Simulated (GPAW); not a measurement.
Write an ASE script for GPAW 26.7.0 that does the following.

```yaml
Task: single point
Functional: PBE
Potentials_or_basis: GPAW PAW data sets (gpaw-data 1.2.1)
Cutoff: 600 eV
Basis: pw
k_mesh: 5 × 5 × 5
Occupations: fermi-dirac, width 0.05 eV
Spin: no spin polarisation
Maxiter: 50
```

TePb:

```
Pb Te
1.0
     0.00000    3.23100    3.23100
     3.23100    0.00000    3.23100
     3.23100    3.23100    0.00000
Pb Te
1 1
Cartesian
  0.0000 0.0000 0.0000
  3.2310 3.2310 3.2310
```

The input as run:

run.py

```python
from ase import Atoms
from ase.dft.bandgap import bandgap
from ase.io import write
from ase.units import GPa
from gpaw import GPAW, PW

atoms = Atoms(['Pb', 'Te'],
              cell=[[0.0, 3.231, 3.231],
                    [3.231, 0.0, 3.231],
                    [3.231, 3.231, 0.0]],
              scaled_positions=[[0.0, 0.0, 0.0],
                                [0.5, 0.5, 0.5]],
              pbc=True)

calc = GPAW(mode=PW(600),
            xc='PBE',
            kpts={'size': (5, 5, 5), 'gamma': True},
            occupations={'name': 'fermi-dirac', 'width': 0.05},
            nbands=19,
            convergence={'density': 1e-05, 'energy': 1e-05},
            maxiter=50,
            txt='gpaw.txt')
atoms.calc = calc
energy = atoms.get_potential_energy()
forces = atoms.get_forces()
stress = atoms.get_stress()
calc.write('gs.gpw')
write('result.traj', atoms)
print(f'Energy: {energy:.6f} eV')
print('Forces (eV/A):')
print(forces.round(4))
print('Stress (GPa):', (stress / GPa).round(3))
print('Fermi level:', round(calc.get_fermi_level(), 4), 'eV')
print(f'Gap: {bandgap(calc)[0]:.4f} eV, direct: {bandgap(calc, direct=True)[0]:.4f} eV')
```

Potentials or basis: GPAW PAW data sets (gpaw-data 1.2.1), pw.

Run with:

```sh
$ OMP_NUM_THREADS=1 python run.py
```

Results of the run:

```yaml
Pressure: 1.8 GPa
```

Caveat: this odd mesh misses L, where the gap lies, so gap, dielectric constants and Born charges aren't listed.

Run time: 10 s on 1 thread of Arm Neoverse V1 (shared host), peak memory 0.16 GiB.
